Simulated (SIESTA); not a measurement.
## CdO (Monteponite) under changes of volume

One of the cells (12.970 Å³/atom); the others are scaled copies at fixed shape and fractional positions:

```xyz
2
Lattice="0.0000 2.3495 2.3495 2.3495 0.0000 2.3495 2.3495 2.3495 0.0000" Properties=species:S:1:pos:R:3 pbc="T T T"
Cd    0.0000    0.0000    0.0000
O     2.3495    2.3495    2.3495
```

| Item | Value |
| --- | --- |
| Program | SIESTA 5.4.2 |
| Functional | PBE |
| Potentials or basis | SPMS 1.0 (PBE files) or PseudoDojo by element |
| Basis | DZP (energy shift 0.002 Ry) |
| Grid cutoff | 800 Ry |
| Energy shift | 0.002 Ry |
| k mesh | 10 × 10 × 10 |
| Occupations | fermi-dirac, width 0.05 eV |
| Spin | no spin polarisation |

| volume (Å³/atom) | energy over the lowest point (meV/atom) | pressure (GPa) |
| --- | --- | --- |
| 12.191 | 66.89 | 17.8 |
| 12.451 | ? | ? |
| 12.710 | 23.29 | 9.5 |
| 12.970 | 10.37 | 6.4 |
| 13.229 | 2.69 | 3.1 |
| 13.488 | 0.00 | 0.4 |
| 13.748 | 1.14 | -1.8 |

Q: What does the run at 12.451 Å³/atom give?

A: Energy over the lowest point 41.62 meV/atom; pressure 13.3 GPa.

Worked out: A Birch-Murnaghan fit of order 3 (a polynomial in V^(-2/3)) to the other rows has its minimum at 13.53 Å³/atom with B0 = V·E''(V) = 134 GPa and B' = 4.4. It gives 41.82 meV/atom at 12.451 Å³/atom, against the run's 41.62, and -dE/dV = 13.4 GPa, against 13.3.

Energies are extrapolated to zero smearing.

Caveats: semicore shells carry a single zeta, which can move pressures by several GPa and volumes by a few percent; the basis of atomic orbitals isn't converged, which shifts pressures, moduli and gaps.
